## Results and discussion

If an alumina insulator is squeezed or stretched, its band gap shifts, and someone must decide whether to correct for this by a fixed amount per gigapascal or by a fixed amount per percent of volume. The two rules look equivalent because pressure sets the volume. For corundum, the calculation favours the volume rule.

Corundum Al2O3, computed with Ansatz 0.2.0 using the r2SCAN functional, plane waves and PAW (cutoff 500 eV, Gamma-centred 6×6×6 k mesh), with cell shape and atoms relaxed at each volume. Energies count from the minimum of a third-order Birch-Murnaghan fit, and positive pressure means compression. Band gaps are taken from the k mesh points only.

| volume per atom (Å³/atom) | energy over minimum (meV/atom) | pressure (GPa) | band gap on mesh (eV) |
| --- | --- | --- | --- |
| 7.986 | 27.1 | 17.90 | 7.931 |
| 8.241 | 6.4 | 8.28 | 7.525 |
| 8.496 | 0.0 | 0.00 | 7.137 |
| 8.751 | 5.8 | -7.15 | 6.767 |
| 9.006 | 22.2 | -13.31 | 6.415 |

The gap falls at every step from the smallest volume to the largest, and no row breaks the pattern. The relaxations hold the corundum symmetry at every volume, so the trend belongs to one phase being squeezed or stretched; whether that phase would stay stable at each volume is not tested here. Three rows give the size of the change: the relaxed crystal at 8.496 Å³ per atom and the two ends of the scan, which lie 6 % in volume to either side. Compression to the small end raises the gap by 0.79 eV, and expansion to the large end lowers it by 0.72 eV.

### Why squeezing opens the gap

The gap is the distance between two levels, so it changes only if they move by different amounts. In corundum the top of the filled levels is mainly oxygen 2p, held close to the oxygen ions. The lowest empty level is s-like and spreads through the crystal. These are established features of the material; the table itself does not show the shapes of the states.

Consider the limit in which both levels respond equally to a change of volume: the gap would stay put. Corundum is far from that limit. On compression to the small end both levels rise in the raw outputs of the runs, the filled one by 0.85 eV and the empty one by 1.64 eV. They are counted from the program's own zero of energy, which need not stay fixed as the volume changes, so only the difference between the two rises is firm.

The likely reason lies in the spread-out state. In the relaxed crystal it sits at the centre of the Brillouin zone, where a perfectly even wave would have no kinetic energy at any volume. The real state cannot be even, because it must stay orthogonal to the filled shells, and the ripples this forces on it cost kinetic energy. Squeezing gives the shells a larger share of the space, so that cost is expected to grow. The electrostatic potential of the ions changes as well, and the gaps alone do not tell how much each part contributes.

A cruder picture treats the whole gap as the energy of a particle in a box. That energy goes as one over the square of the box length, or as volume to the power $-2/3$. Compression to the small end would then raise the gap by only 0.30 eV, less than half of the computed rise. The picture gets the direction right but misjudges what the gap is: a difference between levels that each contain large attractive and repulsive parts. Such a difference can change by a larger fraction than any one of its parts.

### Why a gigapascal has no fixed effect

For moderate changes of volume, the gap can be written as

$$E_g(V) \approx E_g(V_0) + a\,\ln(V/V_0),$$

where $E_g$ is the band gap on mesh, $V$ the volume per atom and $V_0$ its relaxed value. The slope $a$ is called the volume deformation potential of the gap. A straight line through all five rows gives $a = -12.6$ eV, so one percent more volume lowers the gap by about 0.13 eV.

Pressure $p$ enters through the bulk modulus, $B = -\mathrm{d}p/\mathrm{d}\ln V$, which measures how strongly the crystal resists a change of volume. Dividing the response of the gap by the response of the pressure gives

$$\frac{\mathrm{d}E_g}{\mathrm{d}p} = -\frac{a}{B}.$$

The limits of this formula show what to look for. In a perfectly rigid crystal, pressure could not change the volume, and by this route it could not change the gap. In a very soft one, a small pressure would change the volume a great deal and carry the gap with it.

Corundum moves from the stiff side towards the soft side along the scan. Between the two smallest volumes its bulk modulus is 306 GPa; between the two largest it is 215 GPa. Over the same range the size of the gap slope falls by only 5 %. A gigapascal therefore shifts the gap by 42 meV at the compressed end and by 57 meV at the stretched end, because it buys more volume there. The slightly smaller gap slope takes back a little of the increase.

The softening has a familiar origin. Repulsion between filled electron shells rises steeply as ions approach, while the attraction that binds them varies more gently. Compression brings the steep part into play, and stretching leaves it behind.

The energies bear the mark of the same change in stiffness. If pressure fell in a straight line as volume grew, at the rate found near equilibrium, both ends would lie about 24.6 meV per atom above the minimum. The computed values are 27.1 on the compressed side and 22.2 on the stretched side. Adding up the work done by the computed pressures returns both energies to within 0.1 meV per atom, so stresses and energies tell a consistent story.

### The two rules put to work

Near equilibrium the modulus obtained from the stresses is 257 GPa. The pressure rule is then $12.6/257 \approx 0.049$ eV per gigapascal. At the compressed end, where the pressure is 17.90 GPa, it predicts a rise of $0.049 \times 17.90 \approx 0.88$ eV. The computed rise is 0.79 eV, so the rule overshoots by about a tenth.

The volume rule gives $12.6 \times \ln(8.496/7.986) \approx 0.78$ eV for the same compression, much closer to the computed value. This row was part of the fit, so the agreement shows that the formula describes the scan, not that it predicts new points. At the stretched end the pressure rule errs the other way and gives too small a fall, because the crystal has become softer than the rule assumes.

The volume rule is not exact either. The gap flattens slightly as the crystal expands, and the fitted line lies a little below the computed gaps at both ends. Its typical miss over the five rows is about 0.006 eV, against 0.03 eV for a straight line in pressure. The analysis printed below gives both fits.

### What can be carried over

For a related oxide, the reasoning suggests two separate questions: how differently its two band-edge states respond to volume, and how stiff the crystal is. If two oxides had the same gap slope, the softer one would show the larger shift per gigapascal. That follows from the formula; a table of one crystal cannot test it.

If lattice spacings have been measured under pressure, they give the volume directly, and no modulus is needed. Spacings changed by heating are another matter, because vibrations also shift the gap at fixed volume. The rule applies to uniform pressure with the cell free to adjust its shape, so a film clamped to a substrate needs its own calculation.

The gaps themselves should not be read as measured values. Functionals of this kind usually make the gap of an insulator too small, so the 7.14 eV of the relaxed crystal is expected to fall well short of experiment. Lattice vibrations, which usually lower such a gap, are left out, and including them would be expected to widen the shortfall. How well the computed slope matches a measured one remains open, since the table holds no measured shift.

Numerical output:

```
Steps from the row above:
    row  bulk modulus in GPa  gap slope per unit log volume in eV  gap change per GPa in meV
  8.241                306.1                               -12.92                       42.2
  8.496                271.7                               -12.73                      46.86
  8.751                241.8                               -12.51                      51.75
  9.006                214.5                               -12.25                      57.14
Ratio of gap change per GPa, last step to first step: 1.354
Ratio of bulk modulus, first step to last step: 1.427
Fall in size of the gap slope from first to last step, percent: 5.125
fit of band_gap_on_mesh on 5 rows: constant 7.144 +/- 0.0032, coefficient of strain -12.62 +/- 0.075; rms 0.00554, worst 9.006 -0.00689, leave-one-out rms 0.0115
fit of band_gap_on_mesh on 5 rows: constant 7.1 +/- 0.018, coefficient of pressure 0.04843 +/- 0.0017; rms 0.0318, worst 9.006 0.04, leave-one-out rms 0.0667
Gap change for one percent more volume, from the log volume fit, eV: -0.1255
Gap rise from equilibrium to the smallest volume, eV: 0.794
Gap fall from equilibrium to the largest volume, eV: 0.722
Gap rise to the smallest volume if the whole gap scaled like a box energy, eV: 0.3007
Gap fall to the largest volume if the whole gap scaled like a box energy, eV: 0.272
Energy at the smallest volume from the work of the pressure, meV per atom: 27.07
Energy at the largest volume from the work of the pressure, meV per atom: 22.23
Bulk modulus near equilibrium from the stresses, GPa: 257
Energy at either end for a symmetric parabola with that modulus, meV per atom: 24.55
Ratio of energies, smallest to largest volume: 1.221
Ratio of pressure sizes, smallest to largest volume: 1.345
```
